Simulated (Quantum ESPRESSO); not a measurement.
**Ag under changes of volume**

One of the cells (17.048 Å³/atom); the others are scaled copies at fixed shape and fractional positions:

```
Ag
1.0
     0.00000    2.04275    2.04275
     2.04275    0.00000    2.04275
     2.04275    2.04275    0.00000
Ag
1
Direct
  0.00000 0.00000 0.00000
```

| Quantity | Value |
| --- | --- |
| Program | Quantum ESPRESSO 7.5 |
| Functional | PBE |
| Potentials or basis | PseudoDojo 0.4 SR PBE stringent |
| Cutoff | 1116 eV |
| Density cutoff | 4463 eV |
| k mesh | 11 × 11 × 11 |
| Occupations | fermi-dirac, width 0.05 eV |
| Spin | no spin polarisation |

```tsv
volume (Å³/atom)	energy over the lowest point (meV/atom)	pressure (GPa)
16.025	?	?
16.366	39.02	9.6
16.707	21.41	6.8
17.048	9.52	4.3
17.389	2.59	2.1
17.730	0.00	0.2
18.071	1.11	-1.5
```

What does the run at 16.025 Å³/atom give?

Energy over the lowest point 63.14 meV/atom; pressure 12.8 GPa.

Worked out: A Birch-Murnaghan fit of order 3 (a polynomial in V^(-2/3)) to the other rows has its minimum at 17.79 Å³/atom with B0 = V·E''(V) = 89 GPa and B' = 6.6. It gives 63.23 meV/atom at 16.025 Å³/atom, against the run's 63.14, and -dE/dV = 13.1 GPa, against 12.8.

Energies are extrapolated to zero smearing.
